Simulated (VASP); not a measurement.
# InAs (F-43m) in VASP: further runs

Runs on InAs. Level: r2SCAN. Tasks: relaxation of the atoms.

All numbers are computed with VASP 6.6.1; they aren't measurements. Logs are shortened: lines on timing, memory, paths and dates and some standing lists are left out, and cuts for length are marked.

### 1 The undisturbed crystal

It takes space group F-43m (No. 216, cubic). Conventional cell: a = 6.036 Å, b = 6.036 Å, c = 6.036 Å, α = 90.00°, β = 90.00°, γ = 90.00°. In (site symmetry -43m) is surrounded by 4 As at 2.61 Å. Around As (site symmetry -43m) lie 4 In at 2.61 Å.

### 2 Relaxation of the atoms, r2SCAN (a relaxed cell with its volume scaled by 0.96)

INCAR reads:

```
  PREC = Accurate
  ENCUT = 600
  EDIFF = 1E-7
  ISMEAR = 0
  SIGMA = 0.03
  LREAL = False
  LASPH = True
  NELM = 80
  ALGO = Normal
  ISIF = 2
  LWAVE = False
  LCHARG = False
  METAGGA = R2SCAN
  LMIXTAU = True
  IBRION = 2
  NSW = 40
  EDIFFG = -0.01
```

KPOINTS reads:

```
regular mesh
0
Gamma
  10 10 10
```

POSCAR reads:

```
InAs                                    
1.0
    0.0000000000      3.0138400994      3.0138400994
    3.0138400994      0.0000000000      3.0138400994
    3.0138400994      3.0138400994      0.0000000000
  In              As            
     1     1
Direct
     0.0000000000000000    0.0000000000000000    0.0000000000000000
     0.2500000000000000    0.2500000000000000    0.2500000000000000
```

Potentials or basis: VASP PAW PBE potentials, release 64 (In_d, As).

The run is started by

```sh
> cat potpaw_PBE.64/In_d/POTCAR potpaw_PBE.64/As/POTCAR > POTCAR
> mpirun -np 1 vasp_std > vasp.out
```

OUTCAR:

```text
PREC = Accurate
   ENCUT = 600
   EDIFF = 1E-7
   ISMEAR = 0
   LREAL = False
   LASPH = True
   NELM = 80
   ISIF = 2
   METAGGA = R2SCAN
   IBRION = 2
   NSW = 40
   EDIFFG = -0.01

 ion  position               nearest neighbor table
   1  0.000  0.000  0.000-   2 2.61   2 2.61   2 2.61   2 2.61
   2  0.250  0.250  0.250-   1 2.61   1 2.61   1 2.61   1 2.61

  LATTYP: Found a face centered cubic cell.
 ALAT       =     6.0276801988

  Lattice vectors:

 A1 = (   0.0000000000,   3.0138400994,   3.0138400994)
 A2 = (   3.0138400994,   0.0000000000,   3.0138400994)
 A3 = (   3.0138400994,   3.0138400994,   0.0000000000)

Analysis of symmetry for initial positions (statically):
=====================================================================
 Subroutine PRICEL returns:
 Original cell was already a primitive cell.

 Routine SETGRP: Setting up the symmetry group for a
 face centered cubic supercell.

 Subroutine GETGRP returns: Found 24 space group operations
 (whereof 24 operations were pure point group operations)
 out of a pool of 48 trial point group operations.

The static configuration has the point symmetry T_d .

Analysis of symmetry for dynamics (positions and initial velocities):
=====================================================================
 Subroutine PRICEL returns:
 Original cell was already a primitive cell.

 Routine SETGRP: Setting up the symmetry group for a
 face centered cubic supercell.

 Subroutine GETGRP returns: Found 24 space group operations
 (whereof 24 operations were pure point group operations)
 out of a pool of 48 trial point group operations.

The dynamic configuration has the point symmetry T_d .

 Subroutine INISYM returns: Found 24 space group operations
 (whereof 24 operations are pure point group operations),
 and found     1 'primitive' translations

----------------------------------------------------------------------------------------

                                     Primitive cell

  volume of cell :      54.7508

  direct lattice vectors                    reciprocal lattice vectors
     0.000000000  3.013840099  3.013840099    -0.165901303  0.165901303  0.165901303
     3.013840099  0.000000000  3.013840099     0.165901303 -0.165901303  0.165901303
     3.013840099  3.013840099  0.000000000     0.165901303  0.165901303 -0.165901303

  length of vectors
     4.262213543  4.262213543  4.262213543     0.287349486  0.287349486  0.287349486

  position of ions in fractional coordinates (direct lattice)
     0.000000000  0.000000000  0.000000000
     0.250000000  0.250000000  0.250000000

  ion indices of the primitive-cell ions
   primitive index   ion index
                 1           1
                 2           2

----------------------------------------------------------------------------------------

 KPOINTS: regular mesh

Automatic generation of k-mesh.
 Grid dimensions read from file:
 generate k-points for:   10   10   10

 Generating k-lattice:

  Cartesian coordinates                     Fractional coordinates (reciprocal lattice)
    -0.016590130  0.016590130  0.016590130     0.100000000  0.000000000  0.000000000
     0.016590130 -0.016590130  0.016590130     0.000000000  0.100000000  0.000000000
     0.016590130  0.016590130 -0.016590130     0.000000000  0.000000000  0.100000000

  Length of vectors
     0.028734949  0.028734949  0.028734949

  Shift w.r.t. Gamma in fractional coordinates (k-lattice)
     0.000000000  0.000000000  0.000000000

 Subroutine IBZKPT returns following result:
 ===========================================

 Found     47 irreducible k-points:

 Following reciprocal coordinates:
            Coordinates               Weight
  0.000000  0.000000  0.000000      1.000000
  0.100000  0.000000  0.000000      8.000000
  0.200000  0.000000  0.000000      8.000000
  0.300000  0.000000  0.000000      8.000000
  0.400000  0.000000  0.000000      8.000000
  0.500000  0.000000  0.000000      4.000000
[... 16 lines left out ...]
  0.300000  0.300000  0.000000      6.000000
  0.400000  0.300000  0.000000     24.000000
 [... further k-points ...]
   k-points           NKPTS =     47   k-points in BZ     NKDIM =     47   number of bands    NBANDS=     13
   number of dos      NEDOS =    301   number of ions     NIONS =      2
   total plane-waves  NPLWV =  46656
   dimension x,y,z NGX =    36 NGY =   36 NGZ =   36
   dimension x,y,z NGXF=    72 NGYF=   72 NGZF=   72
   ions per type =               1   1
   NGX,Y,Z   is equivalent  to a cutoff of  14.04, 14.04, 14.04 a.u.
   NGXF,Y,Z  is equivalent  to a cutoff of  28.08, 28.08, 28.08 a.u.
 SYSTEM =  unknown system
   PREC   = accura    normal or accurate (medium, high low for compatibility)
   ISTART =      0    job   : 0-new  1-cont  2-samecut
   ICHARG =      2    charge: 1-file 2-atom 10-const
   ISPIN  =      1    spin polarized calculation?
   LNONCOLLINEAR =      F non collinear calculations
   LSORBIT =      F    spin-orbit coupling
   LASPH  =      T    aspherical Exc in radial PAW
   ENCUT  =  600.0 eV  44.10 Ry    6.64 a.u.   8.51  8.51  8.51*2*pi/ulx,y,z
   NELM   =     80;   NELMIN=  2; NELMDL= -5     # of ELM steps
   EDIFF  = 0.1E-06   stopping-criterion for ELM
   LREAL  =      F    real-space projection
   EDIFFG = -.1E-01   stopping-criterion for IOM
   NSW    =     40    number of steps for IOM
   IBRION =      2    ionic relax: 0-MD 1-quasi-New 2-CG
   NFREE  =      1    steps in history (QN), initial steepest desc. (CG)
   ISIF   =      2    stress and relaxation
   ISYM   =      2    0-nonsym 1-usesym 2-fastsym
   POTIM  = 0.5000    time-step for ionic-motion
   TEBEG  =    0.0;   TEEND  =   0.0 temperature during run
   PSTRESS=    0.0 pullay stress
   NELECT =      18.0000    total number of electrons
   NUPDOWN=      -1.0000    fix difference up-down
   EMIN   =  10.00;   EMAX   =-10.00  energy-range for DOS
   EFERMI =   0.00;   METHOD = LEGACY
   ISMEAR =     0;   SIGMA  =   0.03  broadening in eV -4-tet -1-fermi 0-gaus
   EFERMI_NEDOS =   21; number of points for ismear=-14 and -15
   IALGO  =     38    algorithm
   IMIX   =      4    mixing-type and parameters
     AMIX     =   0.40;   BMIX     =  1.00
     AMIX_MAG =   1.60;   BMIX_MAG =  1.00
  volume/ion in A,a.u.               =      27.38       184.74
  Fermi-wavevector in a.u.,A,eV,Ry     =   1.129888  2.135179 17.369841  1.276647
  Thomas-Fermi vector in A             =   2.266583
   LORBIT       =      0    0 simple, 1 ext, 2 COOP (PROOUT), +10 PAW based schemes
   METAGGA = R2SCAN    functional components
   LHFCALC =     F    Hartree Fock is set to
   AEXX    =    0.0000 exact exchange contribution
   IVDW    =     0    specifies the selected vdW correction
   LEPSILON=     F    determine dielectric tensor
   LRPA    =     F    only Hartree local field effects (RPA)
 conjugate gradient relaxation of ions
 non-spin polarized calculation
 Gauss-broadening in eV      SIGMA  =   0.03
  energy-cutoff  :      600.00
  volume of cell :       54.75
 maximum number of plane-waves:      1850
 NGX is ok and might be reduce to    36
   NGX = 17   NGY = 17   NGZ = 17

 number of electron      18.0000003 magnetization

 Free energy of the ion-electron system (eV)
  ---------------------------------------------------
  ext. energy  EPLUGINS =         0.00000000
  ---------------------------------------------------
  free energy    TOTEN  =       -38.04479683 eV

  energy without entropy =      -38.04479683  energy(sigma->0) =      -38.04479683

 E-fermi :   4.5189     XC(G=0):  -9.7019

 val. band max:        4.3713466693   @ k =   0.0000   0.0000   0.0000
 cond. band min:       4.6746855930   @ k =   0.0000   0.0000   0.0000
 fundamental gap:      0.3033389236
 Fermi energy:         4.5189487616

 k-point     1 :       0.0000    0.0000    0.0000
  band No.  band energies     occupation
      1     -10.4969      2.00000
      2     -10.4969      2.00000
      3     -10.4969      2.00000
      4     -10.3444      2.00000
      5     -10.3444      2.00000
      6      -7.9939      2.00000
      7       4.3713      2.00000
      8       4.3713      2.00000
      9       4.3713      2.00000
     10       4.6747      0.00000
     11       8.6491      0.00000
     12       8.6491      0.00000
     13       8.6491      0.00000

 k-point     2 :       0.1000    0.0000    0.0000
  band No.  band energies     occupation
      1     -10.5124      2.00000
      2     -10.4926      2.00000
      3     -10.4926      2.00000
      4     -10.3445      2.00000
      5     -10.3445      2.00000
      6      -7.8818      2.00000
      7       2.9868      2.00000
      8       4.2390      2.00000
      9       4.2390      2.00000
     10       5.6786      0.00000
     11       8.7243      0.00000
     12       8.8460      0.00000
     13       8.8460      0.00000

 k-point     3 :       0.2000    0.0000    0.0000
  band No.  band energies     occupation
      1     -10.5506      2.00000
      2     -10.4820      2.00000
      3     -10.4820      2.00000
      4     -10.3441      2.00000
      5     -10.3441      2.00000
      6      -7.5643      2.00000
      7       1.3995      2.00000
      8       3.9393      2.00000
      9       3.9393      2.00000
     10       6.0505      0.00000
     11       9.2396      0.00000
     12       9.2396      0.00000
     13       9.4113      0.00000
[... 305 lines left out ...]
 k-point    23 :       0.3000    0.3000    0.0000
  band No.  band energies     occupation
      1     -10.6427      2.00000
      2     -10.4380      2.00000
      3     -10.4380      2.00000
      4     -10.3704      2.00000
      5     -10.3278      2.00000
      6      -6.8070      2.00000
      7       0.0053      2.00000
      8       2.5637      2.00000
      9       2.5637      2.00000
     10       6.6503      0.00000
     11       7.4483      0.00000
     12      11.8939      0.00000
     13      11.8939      0.00000

 k-point    24 :       0.4000    0.3000    0.0000
  band No.  band energies     occupation
      1     -10.6657      2.00000
      2     -10.4293      2.00000
      3     -10.4269      2.00000
      4     -10.3736      2.00000
      5     -10.3253      2.00000
      6      -6.4326      2.00000
      7      -0.6845      2.00000
      8       2.0872      2.00000
      9       2.3553      2.00000
     10       6.6998      0.00000
     11       7.5068      0.00000
     12      11.5589      0.00000
     13      12.3238      0.00000

 [... further k-points ...]
[... 5 lines left out ...]
  --------------------------------------------------------------------------------------
  -------------------------------------------------------------------------------------
  Total        0.8793870      0.8793870      0.8793870     -0.0000000      0.0000000      0.0000000
  in kB       25.7335690     25.7335690     25.7335690     -0.0000000      0.0000000      0.0000000
  external PRESSURE =      25.7335690 kB  Pullay stress =       0.0000000 kB

 VOLUME and BASIS-vectors are now :
 -----------------------------------------------------------------------------
  energy-cutoff  :      600.00
  volume of cell :       54.75
      direct lattice vectors                 reciprocal lattice vectors
     0.000000000  3.013840099  3.013840099    -0.165901303  0.165901303  0.165901303
     3.013840099  0.000000000  3.013840099     0.165901303 -0.165901303  0.165901303
     3.013840099  3.013840099  0.000000000     0.165901303  0.165901303 -0.165901303

 POSITION                                       TOTAL-FORCE (eV/Angst)
 -----------------------------------------------------------------------------------
      0.00000      0.00000      0.00000         0.000000      0.000000      0.000000
      1.50692      1.50692      1.50692        -0.000000     -0.000000     -0.000000
 -----------------------------------------------------------------------------------
    total drift:                               -0.000002     -0.000002     -0.000002

  FREE ENERGIE OF THE ION-ELECTRON SYSTEM (eV)
  ---------------------------------------------------
  free  energy   TOTEN  =       -38.0447968290 eV

  energy  without entropy=      -38.0447968290  energy(sigma->0) =      -38.04479683

 reached required accuracy - stopping structural energy minimisation
```

It took 2.5 min on 1 thread of Intel Xeon 6975P-C (Granite Rapids), shared host; peak memory 0.22 GiB.

What came out:

```yaml
Free_energy: -38.0448 eV
Pressure_after_relaxing: 2.6 GPa
Band_gap_on_the_k_mesh: 0.30 eV, direct
```

Final structure:
```cif
data_structure
_symmetry_space_group_name_H-M 'P 1'
_symmetry_Int_Tables_number 1
_cell_length_a 4.2622
_cell_length_b 4.2622
_cell_length_c 4.2622
_cell_angle_alpha 60.000
_cell_angle_beta 60.000
_cell_angle_gamma 60.000
_cell_volume 54.75
loop_
_atom_site_label
_atom_site_type_symbol
_atom_site_fract_x
_atom_site_fract_y
_atom_site_fract_z
_atom_site_occupancy
In1 In 0.00000 0.00000 0.00000 1
As1 As 0.25000 0.25000 0.25000 1
```

Levels at points of the mesh, in eV from the valence-band top:
| k point | band 5 | band 6 | band 7 | band 8 | band 9 | band 10 | band 11 | band 12 | band 13 |
| --- | --- | --- | --- | --- | --- | --- | --- | --- | --- |
| (0.00, 0.00, 0.00) | -14.72 | -12.37 | 0.00 | 0.00 | 0.00 | 0.30 | 4.28 | 4.28 | 4.28 |
| (0.50, 0.00, 0.00) | -14.71 | -10.79 | -5.93 | -1.03 | -1.03 | 1.35 | 5.05 | 5.05 | 7.31 |
| (0.50, 0.50, 0.00) | -14.69 | -10.21 | -5.98 | -2.43 | -2.43 | 1.81 | 2.36 | 9.91 | 10.02 |

Caveat: the relaxation stopped at its first step, so nothing moved; the PAW data sets were made with another functional, which shifts forces and pressure a little; spin-orbit coupling is left out, which moves the levels of the heavy elements.

### 3 Relaxation of the atoms, r2SCAN (a relaxed cell with its volume scaled by 0.98)

INCAR is that of step 2.

KPOINTS is that of step 2.

POSCAR reads:

```
InAs                                    
1.0
    0.0000000000      3.0346258604      3.0346258604
    3.0346258604      0.0000000000      3.0346258604
    3.0346258604      3.0346258604      0.0000000000
  In              As            
     1     1
Direct
     0.0000000000000000    0.0000000000000000    0.0000000000000000
     0.2500000000000000    0.2500000000000000    0.2500000000000000
```

Potentials or basis: VASP PAW PBE potentials, release 64 (In_d, As).

The run is started by

```sh
> cat potpaw_PBE.64/In_d/POTCAR potpaw_PBE.64/As/POTCAR > POTCAR
> mpirun -np 1 vasp_std > vasp.out
```

OUTCAR:

```text
PREC = Accurate
   ENCUT = 600
   EDIFF = 1E-7
   ISMEAR = 0
   LREAL = False
   LASPH = True
   NELM = 80
   ISIF = 2
   METAGGA = R2SCAN
   IBRION = 2
   NSW = 40
   EDIFFG = -0.01

 ion  position               nearest neighbor table
   1  0.000  0.000  0.000-   2 2.63   2 2.63   2 2.63   2 2.63
   2  0.250  0.250  0.250-   1 2.63   1 2.63   1 2.63   1 2.63

  LATTYP: Found a face centered cubic cell.
 ALAT       =     6.0692517208

  Lattice vectors:

 A1 = (   0.0000000000,   3.0346258604,   3.0346258604)
 A2 = (   3.0346258604,   0.0000000000,   3.0346258604)
 A3 = (   3.0346258604,   3.0346258604,   0.0000000000)

Analysis of symmetry for initial positions (statically):
=====================================================================
 Subroutine PRICEL returns:
 Original cell was already a primitive cell.

 Routine SETGRP: Setting up the symmetry group for a
 face centered cubic supercell.

 Subroutine GETGRP returns: Found 24 space group operations
 (whereof 24 operations were pure point group operations)
 out of a pool of 48 trial point group operations.

The static configuration has the point symmetry T_d .
[... 169 lines left out ...]
 Fermi energy:         4.2584323312

 k-point     1 :       0.0000    0.0000    0.0000
  band No.  band energies     occupation
      1     -10.6669      2.00000
      2     -10.6669      2.00000
      3     -10.6669      2.00000
      4     -10.5239      2.00000
      5     -10.5239      2.00000
      6      -8.0660      2.00000
      7       4.1616      2.00000
      8       4.1616      2.00000
      9       4.1616      2.00000
     10       4.3503      0.00001
     11       8.4288      0.00000
     12       8.4288      0.00000
     13       8.4289      0.00000
[... 354 lines left out ...]
  band No.  band energies     occupation
      1     -10.8231      2.00000
      2     -10.6040      2.00000
      3     -10.6018      2.00000
      4     -10.5505      2.00000
      5     -10.5061      2.00000
      6      -6.5651      2.00000
      7      -0.8370      2.00000
      8       1.9452      2.00000
      9       2.2060      2.00000
     10       6.5041      0.00000
     11       7.2679      0.00000
     12      11.2701      0.00000
     13      12.0284      0.00000

 [... further k-points ...]
[... 5 lines left out ...]
  --------------------------------------------------------------------------------------
  -------------------------------------------------------------------------------------
  Total        0.4237101      0.4237101      0.4237101     -0.0000000      0.0000000     -0.0000000
  in kB       12.1460200     12.1460200     12.1460200     -0.0000000      0.0000000     -0.0000000
  external PRESSURE =      12.1460200 kB  Pullay stress =       0.0000000 kB

 VOLUME and BASIS-vectors are now :
 -----------------------------------------------------------------------------
  energy-cutoff  :      600.00
  volume of cell :       55.89
      direct lattice vectors                 reciprocal lattice vectors
     0.000000000  3.034625860  3.034625860    -0.164764957  0.164764957  0.164764957
     3.034625860  0.000000000  3.034625860     0.164764957 -0.164764957  0.164764957
     3.034625860  3.034625860  0.000000000     0.164764957  0.164764957 -0.164764957

 POSITION                                       TOTAL-FORCE (eV/Angst)
 -----------------------------------------------------------------------------------
      0.00000      0.00000      0.00000        -0.000000     -0.000000     -0.000000
      1.51731      1.51731      1.51731         0.000000      0.000000      0.000000
 -----------------------------------------------------------------------------------
    total drift:                               -0.000002     -0.000002     -0.000002

  FREE ENERGIE OF THE ION-ELECTRON SYSTEM (eV)
  ---------------------------------------------------
  free  energy   TOTEN  =       -38.0582375902 eV

  energy  without entropy=      -38.0582375872  energy(sigma->0) =      -38.05823759

 reached required accuracy - stopping structural energy minimisation
```

Wall time 2 min (1 thread of Intel Xeon 6975P-C (Granite Rapids), shared host); peak memory 0.25 GiB.

What came out:

| Quantity | Value |
| --- | --- |
| Free energy | -38.0582 eV |
| Pressure after relaxing | 1.2 GPa |
| Band gap on the k mesh | 0.19 eV, direct |

Final structure:
```
In As
1.0
     0.00000    3.03463    3.03463
     3.03463    0.00000    3.03463
     3.03463    3.03463    0.00000
In As
1 1
Direct
  0.00000 0.00000 0.00000
  0.25000 0.25000 0.25000
```

Caveat: the relaxation stopped at its first step, so nothing moved; the PAW data sets were made with another functional, which shifts forces and pressure a little; spin-orbit coupling is left out, which moves the levels of the heavy elements.
